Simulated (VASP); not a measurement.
# TiTe (Fm-3m) in VASP: single point with r2SCAN

Aim: the single point of TiTe with r2SCAN.

Everything below comes from runs of VASP 6.6.1. Logs are shortened: lines on timing, memory, paths and dates and some standing lists are left out, and cuts for length are marked.

**1. Starting point**

The structure is cubic, space group Fm-3m (No. 225). The conventional cell has a = 5.253 Å, b = 5.253 Å, c = 5.253 Å, α = 90.00°, β = 90.00°, γ = 90.00°. Ti (site symmetry m-3m) has 6 Te at 2.63 Å as nearest neighbours. Around Te (site symmetry m-3m) lie 6 Ti at 2.63 Å.

The cell was built by a generator and needn't be a form met in nature.

**2. Single point, r2SCAN**

Contents of POSCAR:

```
TiTe
1.0
    0.0000000000      2.6265940000      2.6265940000
    2.6265940000      0.0000000000      2.6265940000
    2.6265940000      2.6265940000      0.0000000000
Ti Te
1 1
Direct
    0.0000000000      0.0000000000      0.0000000000
    0.5000000000      0.5000000000      0.5000000000
```

Contents of INCAR.step1:

```
ALGO = Normal ; EDIFF = 1E-4
ENCUT = 520 ; GGA = PE
ISMEAR = -1 ; LASPH = T
LCHARG = F ; LREAL = F
LWAVE = T ; NBANDS = 16
NELM = 100 ; PREC = Accurate
SIGMA = 0.1
```

Contents of INCAR.step2:

```
ALGO = Normal ; EDIFF = 1E-7
ENCUT = 520 ; ISIF = 2
ISMEAR = -1 ; ISTART = 1
LASPH = T ; LCHARG = F
LMIXTAU = T ; LREAL = F
LWAVE = F ; METAGGA = R2SCAN
NBANDS = 16 ; NELM = 100
PREC = Accurate ; SIGMA = 0.1
```

Contents of KPOINTS:

```
k-points
0
Gamma
  11 11 11
```

Potentials or basis: VASP PAW PBE potentials, release 64 (Ti_sv, Te).

Launch:

```console
> cat potpaw_PBE.64/Ti_sv/POTCAR potpaw_PBE.64/Te/POTCAR > POTCAR
> cp INCAR.step1 INCAR
> mpirun -np 1 vasp_std > vasp.out
> cp INCAR.step2 INCAR
> mpirun -np 1 vasp_std > vasp.out
```

OUTCAR:

```text
EDIFF = 1E-7
   ENCUT = 520
   ISIF = 2
   ISMEAR = -1
   ISTART = 1
   LASPH = T
   LREAL = F
   METAGGA = R2SCAN
   NELM = 100
   PREC = Accurate

 ion  position               nearest neighbor table
   1  0.000  0.000  0.000-   2 2.63   2 2.63   2 2.63   2 2.63   2 2.63   2 2.63
   2  0.500  0.500  0.500-   1 2.63   1 2.63   1 2.63   1 2.63   1 2.63   1 2.63

  LATTYP: Found a face centered cubic cell.
 ALAT       =     5.2531880000

  Lattice vectors:

 A1 = (   0.0000000000,   2.6265940000,   2.6265940000)
 A2 = (   2.6265940000,   0.0000000000,   2.6265940000)
 A3 = (   2.6265940000,   2.6265940000,   0.0000000000)

Analysis of symmetry for initial positions (statically):
=====================================================================
 Subroutine PRICEL returns:
 Original cell was already a primitive cell.

 Routine SETGRP: Setting up the symmetry group for a
 face centered cubic supercell.

 Subroutine GETGRP returns: Found 48 space group operations
 (whereof 48 operations were pure point group operations)
 out of a pool of 48 trial point group operations.

The static configuration has the point symmetry O_h .

Analysis of symmetry for dynamics (positions and initial velocities):
=====================================================================
 Subroutine PRICEL returns:
 Original cell was already a primitive cell.

 Routine SETGRP: Setting up the symmetry group for a
 face centered cubic supercell.

 Subroutine GETGRP returns: Found 48 space group operations
 (whereof 48 operations were pure point group operations)
 out of a pool of 48 trial point group operations.

The dynamic configuration has the point symmetry O_h .

 Subroutine INISYM returns: Found 48 space group operations
 (whereof 48 operations are pure point group operations),
 and found     1 'primitive' translations

----------------------------------------------------------------------------------------

                                     Primitive cell

  volume of cell :      36.2417

  direct lattice vectors                    reciprocal lattice vectors
     0.000000000  2.626594000  2.626594000    -0.190360596  0.190360596  0.190360596
     2.626594000  0.000000000  2.626594000     0.190360596 -0.190360596  0.190360596
     2.626594000  2.626594000  0.000000000     0.190360596  0.190360596 -0.190360596

  length of vectors
     3.714564858  3.714564858  3.714564858     0.329714224  0.329714224  0.329714224

  position of ions in fractional coordinates (direct lattice)
     0.000000000  0.000000000  0.000000000
     0.500000000  0.500000000  0.500000000

  ion indices of the primitive-cell ions
   primitive index   ion index
                 1           1
                 2           2

----------------------------------------------------------------------------------------

 KPOINTS: k-points

Automatic generation of k-mesh.
 Grid dimensions read from file:
 generate k-points for:   11   11   11

 Generating k-lattice:

  Cartesian coordinates                     Fractional coordinates (reciprocal lattice)
    -0.017305509  0.017305509  0.017305509     0.090909091  0.000000000  0.000000000
     0.017305509 -0.017305509  0.017305509     0.000000000  0.090909091  0.000000000
     0.017305509  0.017305509 -0.017305509     0.000000000  0.000000000  0.090909091

  Length of vectors
     0.029974020  0.029974020  0.029974020

  Shift w.r.t. Gamma in fractional coordinates (k-lattice)
     0.000000000  0.000000000  0.000000000

 Subroutine IBZKPT returns following result:
 ===========================================

 Found     56 irreducible k-points:

 Following reciprocal coordinates:
            Coordinates               Weight
  0.000000  0.000000  0.000000      1.000000
  0.090909  0.000000  0.000000      8.000000
  0.181818  0.000000  0.000000      8.000000
  0.272727  0.000000  0.000000      8.000000
  0.363636  0.000000  0.000000      8.000000
  0.454545  0.000000  0.000000      8.000000
[... 16 lines left out ...]
 -0.272727  0.181818  0.000000     24.000000
 -0.181818  0.181818  0.000000     12.000000
 [... further k-points ...]
   k-points           NKPTS =     56   k-points in BZ     NKDIM =     56   number of bands    NBANDS=     16
   number of dos      NEDOS =    301   number of ions     NIONS =      2
   total plane-waves  NPLWV =  21952
   dimension x,y,z NGX =    28 NGY =   28 NGZ =   28
   dimension x,y,z NGXF=    56 NGYF=   56 NGZF=   56
   ions per type =               1   1
   NGX,Y,Z   is equivalent  to a cutoff of  12.53, 12.53, 12.53 a.u.
   NGXF,Y,Z  is equivalent  to a cutoff of  25.06, 25.06, 25.06 a.u.
 SYSTEM =  unknown system
   PREC   = accura    normal or accurate (medium, high low for compatibility)
   ISTART =      1    job   : 0-new  1-cont  2-samecut
   ICHARG =      0    charge: 1-file 2-atom 10-const
   ISPIN  =      1    spin polarized calculation?
   LNONCOLLINEAR =      F non collinear calculations
   LSORBIT =      F    spin-orbit coupling
   LASPH  =      T    aspherical Exc in radial PAW
   ENCUT  =  520.0 eV  38.22 Ry    6.18 a.u.   6.91  6.91  6.91*2*pi/ulx,y,z
   NELM   =    100;   NELMIN=  2; NELMDL=  0     # of ELM steps
   EDIFF  = 0.1E-06   stopping-criterion for ELM
   LREAL  =      F    real-space projection
   EDIFFG = 0.1E-05   stopping-criterion for IOM
   NSW    =      0    number of steps for IOM
   IBRION =     -1    ionic relax: 0-MD 1-quasi-New 2-CG
   NFREE  =      0    steps in history (QN), initial steepest desc. (CG)
   ISIF   =      2    stress and relaxation
   ISYM   =      2    0-nonsym 1-usesym 2-fastsym
   POTIM  = 0.5000    time-step for ionic-motion
   TEBEG  =    0.0;   TEEND  =   0.0 temperature during run
   PSTRESS=    0.0 pullay stress
   NELECT =      18.0000    total number of electrons
   NUPDOWN=      -1.0000    fix difference up-down
   EMIN   =  10.00;   EMAX   =-10.00  energy-range for DOS
   EFERMI =   0.00;   METHOD = LEGACY
   ISMEAR =    -1;   SIGMA  =   0.10  broadening in eV -4-tet -1-fermi 0-gaus
   EFERMI_NEDOS =   21; number of points for ismear=-14 and -15
   IALGO  =     38    algorithm
   IMIX   =      4    mixing-type and parameters
     AMIX     =   0.40;   BMIX     =  1.00
     AMIX_MAG =   1.60;   BMIX_MAG =  1.00
  volume/ion in A,a.u.               =      18.12       122.29
  Fermi-wavevector in a.u.,A,eV,Ry     =   1.296471  2.449974 22.869167  1.680836
  Thomas-Fermi vector in A             =   2.427925
   LORBIT       =      0    0 simple, 1 ext, 2 COOP (PROOUT), +10 PAW based schemes
   METAGGA = R2SCAN    functional components
   LHFCALC =     F    Hartree Fock is set to
   AEXX    =    0.0000 exact exchange contribution
   IVDW    =     0    specifies the selected vdW correction
   LEPSILON=     F    determine dielectric tensor
   LRPA    =     F    only Hartree local field effects (RPA)
 non-spin polarized calculation
  energy-cutoff  :      520.00
  volume of cell :       36.24
 maximum number of plane-waves:       986
   NGX = 13   NGY = 13   NGZ = 13

 number of electron      18.0000006 magnetization

 Free energy of the ion-electron system (eV)
  ---------------------------------------------------
  ext. energy  EPLUGINS =         0.00000000
  ---------------------------------------------------
  free energy    TOTEN  =       -38.57316365 eV

  energy without entropy =      -38.49954751  energy(sigma->0) =      -38.53635558

 E-fermi :  12.3761     XC(G=0): -12.3079

 val. band max:       12.3699485285   @ k =  -0.2727   0.0909   0.0000
 cond. band min:      12.3861453482   @ k =  -0.4545   0.1818   0.0000
 fundamental gap:      0.0161968198
 Fermi energy:        12.3760827765

 k-point     1 :       0.0000    0.0000    0.0000
  band No.  band energies     occupation
      1     -47.4627      2.00000
      2     -22.7742      2.00000
      3     -22.7742      2.00000
      4     -22.7742      2.00000
      5      -3.4478      2.00000
      6      11.2131      1.99998
[... 8 lines left out ...]
     15      19.4357      0.00000
     16      22.2740      0.00000

 k-point     2 :       0.0909    0.0000    0.0000
  band No.  band energies     occupation
      1     -47.4621      2.00000
      2     -22.7822      2.00000
      3     -22.7742      2.00000
      4     -22.7742      2.00000
      5      -3.3175      2.00000
      6       9.8587      2.00000
[... 8 lines left out ...]
     15      19.5426      0.00000
     16      22.0936      0.00000

 k-point     3 :       0.1818    0.0000    0.0000
  band No.  band energies     occupation
      1     -47.4604      2.00000
      2     -22.8036      2.00000
      3     -22.7741      2.00000
      4     -22.7741      2.00000
      5      -2.9390      2.00000
      6       8.1408      2.00000
[... 8 lines left out ...]
     15      20.7056      0.00000
     16      21.3035      0.00000

 k-point     4 :       0.2727    0.0000    0.0000
  band No.  band energies     occupation
      1     -47.4583      2.00000
      2     -22.8313      2.00000
      3     -22.7741      2.00000
      4     -22.7740      2.00000
      5      -2.3559      2.00000
      6       6.4118      2.00000
[... 8 lines left out ...]
     15      20.1051      0.00000
     16      20.1051      0.00000

 k-point     5 :       0.3636    0.0000    0.0000
  band No.  band energies     occupation
      1     -47.4564      2.00000
      2     -22.8565      2.00000
      3     -22.7740      2.00000
      4     -22.7739      2.00000
      5      -1.6719      2.00000
      6       4.9214      2.00000
[... 8 lines left out ...]
     15      18.9528      0.00000
     16      18.9528      0.00000

 k-point     6 :       0.4545    0.0000    0.0000
  band No.  band energies     occupation
      1     -47.4552      2.00000
      2     -22.8714      2.00000
      3     -22.7739      2.00000
      4     -22.7739      2.00000
      5      -1.1338      2.00000
      6       3.9716      2.00000
[... 8 lines left out ...]
     15      18.0492      0.00000
     16      18.0492      0.00000

 k-point     7 :       0.0909    0.0909    0.0000
  band No.  band energies     occupation
      1     -47.4619      2.00000
      2     -22.7799      2.00000
      3     -22.7767      2.00000
      4     -22.7767      2.00000
      5      -3.2759      2.00000
      6       9.4774      2.00000
[... 8 lines left out ...]
     15      19.6128      0.00000
     16      21.8891      0.00000

 k-point     8 :       0.1818    0.0909    0.0000
  band No.  band energies     occupation
      1     -47.4606      2.00000
      2     -22.7961      2.00000
      3     -22.7788      2.00000
      4     -22.7755      2.00000
      5      -2.9857      2.00000
      6       8.3045      2.00000
[... 8 lines left out ...]
     15      20.2762      0.00000
     16      21.3105      0.00000

 k-point     9 :       0.2727    0.0909    0.0000
  band No.  band energies     occupation
      1     -47.4586      2.00000
      2     -22.8214      2.00000
      3     -22.7798      2.00000
      4     -22.7748      2.00000
      5      -2.4794      2.00000
      6       6.8551      2.00000
[... 8 lines left out ...]
     15      19.7029      0.00000
     16      20.8236      0.00000
[... 172 lines left out ...]
 k-point    19 :       0.3636    0.1818    0.0000
  band No.  band energies     occupation
      1     -47.4559      2.00000
      2     -22.8366      2.00000
      3     -22.7874      2.00000
      4     -22.7855      2.00000
      5      -1.8611      2.00000
      6       5.7774      2.00000
[... 8 lines left out ...]
     15      18.9965      0.00000
     16      21.2287      0.00000

 k-point    20 :       0.4545    0.1818    0.0000
  band No.  band energies     occupation
      1     -47.4544      2.00000
      2     -22.8541      2.00000
      3     -22.7895      2.00000
      4     -22.7854      2.00000
      5      -1.3039      2.00000
      6       4.8686      2.00000
[... 8 lines left out ...]
     15      19.1687      0.00000
     16      20.8365      0.00000

 k-point    21 :      -0.4545    0.1818    0.0000
  band No.  band energies     occupation
      1     -47.4537      2.00000
      2     -22.8612      2.00000
      3     -22.7947      2.00000
      4     -22.7813      2.00000
      5      -0.9813      2.00000
      6       4.3776      2.00000
[... 8 lines left out ...]
     15      19.7057      0.00000
     16      20.4621      0.00000

 k-point    22 :      -0.3636    0.1818    0.0000
  band No.  band energies     occupation
      1     -47.4542      2.00000
      2     -22.8563      2.00000
      3     -22.7990      2.00000
      4     -22.7764      2.00000
      5      -1.1262      2.00000
      6       4.6078      2.00000
[... 8 lines left out ...]
     15      19.8000      0.00000
     16      20.0512      0.00000

 k-point    23 :      -0.2727    0.1818    0.0000
  band No.  band energies     occupation
      1     -47.4556      2.00000
      2     -22.8422      2.00000
      3     -22.7996      2.00000
      4     -22.7723      2.00000
      5      -1.6255      2.00000
      6       5.4328      2.00000
[... 8 lines left out ...]
     15      19.5409      0.00000
     16      19.6822      0.00000

 k-point    24 :      -0.1818    0.1818    0.0000
  band No.  band energies     occupation
      1     -47.4575      2.00000
      2     -22.8256      2.00000
      3     -22.7939      2.00000
      4     -22.7703      2.00000
      5      -2.1980      2.00000
      6       6.4639      2.00000
[... 8 lines left out ...]
     15      19.2608      0.00000
     16      20.0691      0.00000

 [... further k-points ...]

------------------------ aborting loop because EDIFF is reached ----------------------------------------

  FORCE on cell =-STRESS in cart. coord.  units (eV):
  Direction    XX          YY          ZZ          XY          YZ          ZX
  --------------------------------------------------------------------------------------
  -------------------------------------------------------------------------------------
  Total        6.5089238      6.5089238      6.5089238      0.0000000      0.0000000      0.0000000
  in kB      287.7470816    287.7470816    287.7470816      0.0000000      0.0000000      0.0000000
  external PRESSURE =     287.7470816 kB  Pullay stress =       0.0000000 kB

 VOLUME and BASIS-vectors are now :
 -----------------------------------------------------------------------------
  energy-cutoff  :      520.00
  volume of cell :       36.24
      direct lattice vectors                 reciprocal lattice vectors
     0.000000000  2.626594000  2.626594000    -0.190360596  0.190360596  0.190360596
     2.626594000  0.000000000  2.626594000     0.190360596 -0.190360596  0.190360596
     2.626594000  2.626594000  0.000000000     0.190360596  0.190360596 -0.190360596

 POSITION                                       TOTAL-FORCE (eV/Angst)
 -----------------------------------------------------------------------------------
      0.00000      0.00000      0.00000        -0.000000      0.000000      0.000000
      2.62659      2.62659      2.62659         0.000000     -0.000000     -0.000000
 -----------------------------------------------------------------------------------
    total drift:                               -0.000000      0.000000      0.000000

  FREE ENERGIE OF THE ION-ELECTRON SYSTEM (eV)
  ---------------------------------------------------
  free  energy   TOTEN  =       -38.5731636493 eV

  energy  without entropy=      -38.4995475068  energy(sigma->0) =      -38.53635558
```

Wall time 59 s (1 thread of Intel Xeon 6975P-C (Granite Rapids), shared host); peak memory 0.18 GiB.

What came out:

```yaml
Free_energy: -38.5732 eV
Pressure: 28.8 GPa
Band_gap_on_the_k_mesh: none (metal or under the smearing width)
```

Levels at points of the mesh, in eV from the Fermi level:
| k point | band 7 | band 8 | band 9 | band 10 | band 11 | band 12 |
| --- | --- | --- | --- | --- | --- | --- |
| (0.00, 0.00, 0.00) | -1.16 | -1.16 | -1.14 | -1.14 | -1.14 | -0.65 |

Caveat: a pressure of tens of GPa on the cell as given is suspect, and the run, the potentials or the cell itself is likely at fault; the PAW data sets were made with another functional, which shifts forces and pressure a little. The run has no spin-orbit coupling, so splittings on Te are missing.
